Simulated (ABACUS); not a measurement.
The system is W.

```
W
1.0
    -1.58234    1.58234    1.58234
     1.58234   -1.58234    1.58234
     1.58234    1.58234   -1.58234
W
1
Direct
  0.00000 0.00000 0.00000
```

Program: ABACUS 3.10.1. Alike in all runs: task single point; no spin polarisation; cell as given; smearing fermi-dirac 0.05 eV.

**Question.** Order these runs on this cell by their pressure, lowest first.
A. level LDA; potentials or basis PseudoDojo NC SR 0.4.1 LDA stringent, plane waves; k mesh 10 × 10 × 10; cutoff (eV) 1687; radial cutoff of the potentials (pseudo_rcut) 10 bohr
B. level M06-L; potentials or basis SG15 ONCV 1.2 PBE, plane waves; k mesh 8 × 8 × 8; cutoff (eV) 1170; radial cutoff of the potentials (pseudo_rcut) 7 bohr
C. level revTPSS; potentials or basis SG15 ONCV 1.2 PBE, plane waves; k mesh 8 × 8 × 8; cutoff (eV) 1170; radial cutoff of the potentials (pseudo_rcut) 10 bohr

**Answer.** B (-11.0 GPa), A (-8.2 GPa), C (-3.9 GPa).

Caveats: the potentials were made for another functional, which shifts forces and pressure (some runs).

Not every run made on this cell is shown here.
